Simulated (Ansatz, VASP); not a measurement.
## One calculation of Rh, two programs

```
Rh
1.0
     0.00000    2.21615    1.50632
     2.21615    0.00000    1.50632
     2.21615    2.21615    0.00000
Rh
1
Direct
  0.00000 0.00000 0.00000
```

Alike in both runs: task single point; functional PBE; k mesh 22 × 22 × 22; occupations gaussian, width 0.15 eV; no spin polarisation.

|  | VASP | Ansatz |
| --- | --- | --- |
| version | VASP 6.6.1 | Ansatz 0.2.0 |
| potentials or method | VASP PAW PBE potentials, release 64 (Rh_pv) | scalar-relativistic, plane waves, PAW |
| plane-wave cutoff (eV) | 520 | 420 |
| valence electrons in the cell | 15 | 17 |

|  | VASP | Ansatz | Ansatz less VASP |
| --- | --- | --- | --- |
| gap on the k mesh at the Fermi level (eV) | none | none | - |
| pressure (GPa) | -5.1 | -5.0 | +0.02 |
| largest component of the traceless stress (GPa) | 6.41 | 6.49 | +0.082 |

A gap of «none» marks a metal or a gap that the smearing closes. The functional is the same, so the differences come from potentials, cutoffs and numerics. The two sets of potentials don't hold the same shells in valence.
